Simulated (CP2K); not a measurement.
# CuO: band structure with r2SCAN

The system is CuO.

```xyz
4
Lattice="2.8831 0.0000 0.0000 0.8071 2.7845 0.0000 -0.4133 -0.4048 5.1454" Properties=species:S:1:pos:R:3 pbc="T T T"
Cu    0.4032    1.3111    0.3110
Cu    1.2860    0.2371    2.4396
O     1.7711    0.7175    1.3581
O     1.4550    1.3039    3.6096
```

The cell isn't the ideal one: all atoms moved at random, sigma 0.25 Å a component, cell strained at random, sigma 0.03.

| Quantity | Value |
| --- | --- |
| Program | CP2K 2026.2 |
| Task | band structure |
| Functional | r2SCAN |
| Potentials or basis | POTENTIAL_UZH Cu GTH-SCAN-q11, O GTH-SCAN-q6; TZVP-MOLOPT-SCAN-GTH basis |
| Density cutoff | 11565 eV |
| k mesh | 10 × 10 × 5 |
| Occupations | fermi-dirac, width 0.05 eV |
| Spin | no spin polarisation |
| SCF solver | diagonalisation with k points |
| Quickstep method | GPW |
| EPS_DEFAULT | 1.0E-9 |
| EPS_SCF | 1.0E-6 |
| MAX_SCF | 100 |
| SCF_GUESS | ATOMIC |
| k points reduced by the point group | yes |
| Mesh centred on Gamma | yes |
| CHOLESKY | OFF |
| EPS_EIGVAL | 1.0E-7 |
| MIXING METHOD | BROYDEN_MIXING |
| MIXING ALPHA | 0.4 |
| NBUFFER | 8 |
| NGRIDS | 4 |
| Basis sets | Cu TZVP-MOLOPT-SCAN-GTH-q11, O TZVP-MOLOPT-SCAN-GTH-q6 |
| Potentials | Cu GTH-SCAN-q11 of POTENTIAL_UZH, O GTH-SCAN-q6 of POTENTIAL_UZH |
| ADDED_MOS | [20] |
| Points a segment of the path (NPOINTS) | 8 |
| Bands added on the path | 4 |
| MPI ranks | 2 |
| REL_CUTOFF (Ry) | 60 Ry |
| MIXING BETA (1/bohr) | 1.5 1/bohr |
| CUTOFF of the grids | 850 Ry |

```
Pressure               : 94.8 GPa
Largest force          : 43.009 eV/Å
Band gap on the k mesh : none (metal or under the smearing width)
Mulliken charges       : Cu +0.49, +0.77; O -0.52, -0.74 e
```

Forces in eV/Å, atoms in the order of the input:
```
Cu   -1.012   0.684  -3.681
Cu  -16.782 -22.518  32.574
O    16.298  16.000 -34.990
O     1.136   5.496   5.781
```

Stress tensor (GPa, compression positive):
```
 53.14  31.39 -62.05
 31.39  57.52 -45.18
-62.05 -45.18 173.63
```

Levels at the corners of the path, in eV from the Fermi level:
| point | band 14 | band 15 | band 16 | band 17 | band 18 | band 19 | band 20 | band 21 |
| --- | --- | --- | --- | --- | --- | --- | --- | --- |
| X | -2.24 | -1.61 | -1.07 | -0.10 | -0.05 | 2.67 | 3.96 | 10.61 |
| Γ | -2.25 | -1.91 | -0.80 | 0.04 | 0.25 | 1.66 | 6.59 | 6.83 |
| Y | -2.26 | -1.98 | -1.65 | -0.44 | 0.92 | 4.04 | 5.68 | 6.37 |
| L | -2.14 | -1.90 | -1.21 | -0.87 | 0.23 | 4.86 | 5.63 | 6.90 |
| Γ | -2.25 | -1.91 | -0.80 | 0.04 | 0.25 | 1.66 | 6.59 | 6.83 |
| Z | -2.01 | -1.67 | -1.38 | -0.09 | 0.70 | 4.79 | 5.55 | 7.08 |
| N | -2.05 | -1.64 | -1.53 | -0.21 | 0.93 | 4.35 | 5.45 | 7.20 |
| Γ | -2.25 | -1.91 | -0.80 | 0.04 | 0.25 | 1.66 | 6.59 | 6.83 |
| M | -2.14 | -1.84 | -1.59 | -1.12 | 1.37 | 3.70 | 6.54 | 7.86 |
| R | -1.89 | -1.80 | -1.36 | -0.86 | 0.64 | 4.57 | 5.76 | 7.85 |
| Γ | -2.25 | -1.91 | -0.80 | 0.04 | 0.25 | 1.66 | 6.59 | 6.83 |

It took 4.9 min on 2 MPI ranks on Arm Neoverse V1, on a shared host.

Caveat: Mulliken charges move with the basis; the cell as given lies far from equilibrium; so large a pressure means that the cell lies far from this level's equilibrium, or that cutoff or potentials fall short; the basis of atomic orbitals isn't converged, which shifts pressures, moduli and gaps; the run has no spin polarisation, though such a crystal can be magnetic; semilocal functionals often make such compounds metallic where correlation or magnetic order opens a gap, which also shifts bond lengths; forces of over 1 eV/Å show positions far from the minimum, so gaps and moduli don't describe the material at rest.
